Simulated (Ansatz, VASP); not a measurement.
## One calculation of Zn2Si3N, two programs

INCAR

```
ALGO = Normal ; EDIFF = 1E-6
ENCUT = 520 ; GGA = PE
ISIF = 2 ; ISMEAR = 0
LASPH = T ; LCHARG = F
LREAL = F ; LWAVE = F
NBANDS = 30 ; NELM = 60
PREC = Accurate ; SIGMA = 0.1
```

KPOINTS

```
k-points
0
Gamma
  6 6 6
```

File POSCAR:

```
Zn2Si3N
1.0
    2.4764261800      1.4297653200      4.0555787500
   -2.4764261800      1.4297653200      4.0555787500
    0.0000000000     -2.8595306400      4.0555787500
Zn Si N
2 3 1
Direct
    0.1240085700      0.1240085700      0.1240085700
    0.8759914300      0.8759914300      0.8759914300
    0.5000000000      0.0000000000      0.5000000000
    0.0000000000      0.5000000000      0.5000000000
    0.5000000000      0.5000000000      0.0000000000
    0.5000000000      0.5000000000      0.5000000000
```

Input for Ansatz:

```yaml
crystal:
  lattice:
    - [2.47642618, 1.42976532, 4.05557875]
    - [-2.47642618, 1.42976532, 4.05557875]
    - [0.0, -2.85953064, 4.05557875]
  atoms:
    - { symbol: Zn, position: [0.12400857, 0.12400857, 0.12400857] }
    - { symbol: Zn, position: [0.87599143, 0.87599143, 0.87599143] }
    - { symbol: Si, position: [0.5, 0.0, 0.5] }
    - { symbol: Si, position: [0.0, 0.5, 0.5] }
    - { symbol: Si, position: [0.5, 0.5, 0.0] }
    - { symbol: "N", position: [0.5, 0.5, 0.5] }
basis:
  ecutwfc: 420
kpoints:
  mp_grid: { grid: [6, 6, 6] }
hamiltonian:
  xc: pbe
scf:
  occupations: { method: gaussian, width: 0.1 }
  lower_state_search: "off"
output:
  forces: true
  stress: true
  eigenvalues: true
```

Change from the starting cell: species swapped into the Er2Al3Ga type (R-3m, No. 166).

Alike in both runs: task single point; functional PBE; k mesh 6 × 6 × 6; occupations gaussian, width 0.1 eV; no spin polarisation.

|  | VASP | Ansatz |
| --- | --- | --- |
| version | VASP 6.6.1 | Ansatz 0.2.0 |
| potentials or method | VASP PAW PBE potentials, release 64 (Zn, Si, N) | scalar-relativistic, plane waves, PAW |
| plane-wave cutoff (eV) | 520 | 420 |
| valence electrons in the cell | 41 | 41 |

|  | VASP | Ansatz | Ansatz less VASP |
| --- | --- | --- | --- |
| gap on the k mesh at the Fermi level (eV) | none | none | - |
| pressure (GPa) | -2.0 | -2.1 | -0.05 |
| largest component of the traceless stress (GPa) | 8.03 | 8.08 | +0.045 |
| rms of the force components (eV/Å) | 0.025 | 0.025 | 0.0000 |

Atom by atom the forces differ by 0.000 eV/Å (rms over components). A gap of «none» marks a metal or a gap that the smearing closes.
